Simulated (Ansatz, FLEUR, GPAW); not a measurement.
Hg: 3 runs at one level of theory

```
Hg
1.0
     3.02922    0.00000    0.00000
     0.26578    3.01754    0.00000
     0.00000    0.00000   24.11940
Hg
4
Direct
  0.61708 0.61708 0.31095
  0.69513 0.69513 0.43698
  0.77318 0.77318 0.56302
  0.85124 0.85124 0.68905
```

Alike in all runs: task single point; functional PBE; k mesh 9 × 9 × 1; occupations fermi-dirac, width 0.05 eV; no spin polarisation; no spin-orbit coupling.

```
                        program and potentials  plane-wave cutoff (eV)  notes  largest force (eV/Å)
Ansatz, all-electron LAPW, scalar-relativistic                       -      -                 0.165
    GPAW, GPAW PAW data sets (gpaw-data 1.2.1)                     450      -                 0.161
                    FLEUR, all-electron, FLAPW                       -      -                 0.161
```

Force on atom 1 (Hg), eV/Å:

| program and potentials | x | y | z |
| --- | --- | --- | --- |
| Ansatz, all-electron LAPW, scalar-relativistic | -0.013 | -0.012 | -0.164 |
| GPAW, GPAW PAW data sets (gpaw-data 1.2.1) | -0.013 | -0.012 | -0.160 |
| FLEUR, all-electron, FLAPW | -0.013 | -0.012 | -0.160 |

Differences between rows come from potentials, basis sets and numerical settings, since the functional is the same but for its coding. Runs on potential files found faulty are left out.
